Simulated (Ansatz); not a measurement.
Runs of Ansatz 0.2.0 on ZrC. Symmetry: Fm-3m, No. 225, cubic system. Conventional cell: a = 4.730 Å, b = 4.730 Å, c = 4.730 Å, α = 90.00°, β = 90.00°, γ = 90.00°. Zr (site symmetry m-3m) has 6 C at 2.37 Å as nearest neighbours. C (site symmetry m-3m) is surrounded by 6 Zr at 2.37 Å. 

```csv
task,level,potentials or basis,spin,U,cell,k mesh,cutoff (eV),smearing,scf mixing preconditioner,start of the occupations,double counting,hubbard projectors,basis error allowed,other keys,mesh quality,gap on the mesh (eV),pressure (GPa),moment (μB)
density of states,LDA,"all-electron LAPW, relativistic spinors","non-collinear, ferromagnetic start, SOC",-,as given,8 × 8 × 8,278,gaussian 0.01 eV,-,-,-,-,0.0005 eV/atom,-,not flagged,-,-12.4,0.00
density of states,revPBE-LDA,"all-electron LAPW, scalar-relativistic","collinear, ferromagnetic start",-,volume scaled by 0.96,10 × 10 × 10,261,fermi-dirac 0.1 eV,-,-,-,-,0.001 eV/atom,-,not flagged,none,19.6,0.00
single point,PBE,"all-electron LAPW, scalar-relativistic",off,-,as given,5 × 5 × 5,234,fermi-dirac 0.03 eV,-,-,-,-,0.002 eV/atom,-,coarse,none,(b),-
electron localisation function,PBE-PBEsol,all-electron PAW datasets made for the crystal,off,-,as given,10 × 10 × 10,280,fermi-dirac 0.15 eV,ldos,-,-,-,-,scf.mixing.preconditioner = ldos,not flagged,none,(a),-
relaxation of cell and atoms,r2SCAN+D4,all-electron PAW datasets made for the crystal,"collinear, ferromagnetic start",-,relaxed,10 × 10 × 10,-,fermi-dirac 0.025 eV,-,-,-,-,-,-,not flagged,-,0.0,0.00
relaxation of the atoms,LDA,"all-electron LAPW, relativistic spinors","SOC, no magnetisation",-,"atoms relaxed from: atoms moved at random, drawn with an rms of 0.1 Å",8 × 8 × 8,-,gaussian 0.1 eV,-,-,-,-,0.001 eV/atom,-,not flagged,-,-12.5,-
single point,PBE+D3(BJ)+U,"all-electron LAPW, scalar-relativistic","collinear, ferromagnetic start",Zr d U = 1 eV,as given,10 × 10 × 10,254,methfessel-paxton 0.05 eV,-,auto,amf,atomic,0.001 eV/atom,-,not flagged,none,-7.8,0.00
```

**Question.** Fill in the values left out.

**Answer.** (a) -1.5; (b) -2.9.

Caveats: some runs use coarse meshes; the starting moments weren't kept (some runs); the program listed the state as in doubt (some runs); U is the effective U less J, on atomic orbitals that reach past the spheres (some runs); pairwise dispersion overbinds metals, which lowers pressure and volume (some runs); the U is typed as a test and isn't derived for this compound (some runs).

A k mesh can miss the band edges, and rows without SOC leave out spin-orbit coupling on Zr.

A gap of «none» marks a metal or a gap under the smearing width.

The runs don't all hold the same shells in valence.
